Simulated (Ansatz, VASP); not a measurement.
# ZnO: VASP beside Ansatz

```
Zn O
1.0
     3.24198    0.00000    0.00000
    -1.62099    2.80764    0.00000
     0.00000    0.00000    5.22764
Zn O
2 2
Direct
  0.33333 0.66667 0.00145
  0.66667 0.33333 0.50145
  0.33333 0.66667 0.38065
  0.66667 0.33333 0.88065
```

Alike in both runs: task single point; functional PBE; k mesh 4 × 4 × 4; occupations gaussian, width 0.05 eV; no spin polarisation.

|  | VASP | Ansatz |
| --- | --- | --- |
| version | VASP 6.6.1 | Ansatz 0.2.0 |
| potentials or method | VASP PAW PBE potentials, release 64 (Zn, O) | scalar-relativistic, plane waves, PAW |
| plane-wave cutoff (eV) | 520 | 420 |
| valence electrons in the cell | 36 | 36 |

VASP gave:

```
gap on the k mesh at the Fermi level (eV)       : 0.77
least direct gap on the mesh (eV)               : 0.77
pressure (GPa)                                  : 6.1
largest component of the traceless stress (GPa) : 0.11
```

Problem. Which values does Ansatz return?

Solution. gap on the k mesh at the Fermi level (eV): 0.79; least direct gap on the mesh (eV): 0.79; pressure (GPa): 5.0; largest component of the traceless stress (GPa): 0.11.

Caveats: the k mesh is coarse (spacing up to 0.56 Å⁻¹), so the values aren't converged. As with any semilocal functional, this PBE gap is likely too small.
